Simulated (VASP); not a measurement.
# AlN: band structure with r2SCAN

AlN:

```
Al N
1.0
     0.00000    2.18829    2.18829
     2.18829    0.00000    2.18829
     2.18829    2.18829    0.00000
Al N
1 1
Direct
  0.00000 0.00000 0.00000
  0.25000 0.25000 0.25000
```

Measurements of this composition are mostly on another form, of space group No. 186.

```
Program                : VASP 6.6.1
Task                   : band structure
Functional             : r2SCAN
Potentials or basis    : VASP PAW PBE potentials, release 64 (Al, N)
Cutoff                 : 520 eV
k mesh                 : 10 × 10 × 10
Occupations            : gaussian, width 0.02 eV
Spin                   : no spin polarisation
Further INCAR settings : ALGO = Normal; EDIFF = 1e-06; NBANDS = 11
```

```json
{
  "Pressure": "-1.4 GPa",
  "Band gap on the k mesh": "3.93 eV, indirect (least direct gap 4.84 eV)",
  "Band gap along the path": "3.93 eV, indirect (least direct gap 4.84 eV)"
}
```

Levels at the corners of the path, in eV from the valence-band top:
```csv
point,band 2,band 3,band 4,band 5,band 6,band 7
Γ,0.00,0.00,0.00,4.84,13.46,13.46
X,-4.93,-1.80,-1.80,3.93,9.44,15.12
X,-4.93,-1.80,-1.80,3.93,9.44,15.12
W,-3.78,-3.47,-2.67,6.70,12.32,12.82
W,-3.78,-3.47,-2.67,6.70,12.32,12.82
K,-4.27,-3.63,-1.39,5.81,10.97,14.16
K,-4.27,-3.63,-1.39,5.81,10.97,14.16
Γ,0.00,0.00,0.00,4.84,13.46,13.46
Γ,0.00,0.00,0.00,4.84,13.46,13.46
L,-5.87,-0.49,-0.49,8.16,10.78,11.91
L,-5.87,-0.49,-0.49,8.16,10.78,11.91
U,-4.27,-3.63,-1.39,5.81,10.97,14.16
U,-4.27,-3.63,-1.39,5.81,10.97,14.16
W,-3.78,-3.47,-2.67,6.70,12.32,12.82
W,-3.78,-3.47,-2.67,6.70,12.32,12.82
L,-5.87,-0.49,-0.49,8.16,10.78,11.91
L,-5.87,-0.49,-0.49,8.16,10.78,11.91
K,-4.27,-3.63,-1.39,5.81,10.97,14.16
U,-4.27,-3.63,-1.39,5.81,10.97,14.16
X,-4.93,-1.80,-1.80,3.93,9.44,15.12
```

It took 92 s on 1 thread of Intel(R) Xeon(R) Platinum 8259CL CPU @ 2.50GHz (Skylake/Cascade Lake) (shared host), peak memory 0.15 GiB.

Caveat: the PAW data sets were made with another functional, which shifts forces and pressure a little. r2SCAN opens gaps a little over a GGA but as a rule still falls short of measured ones.
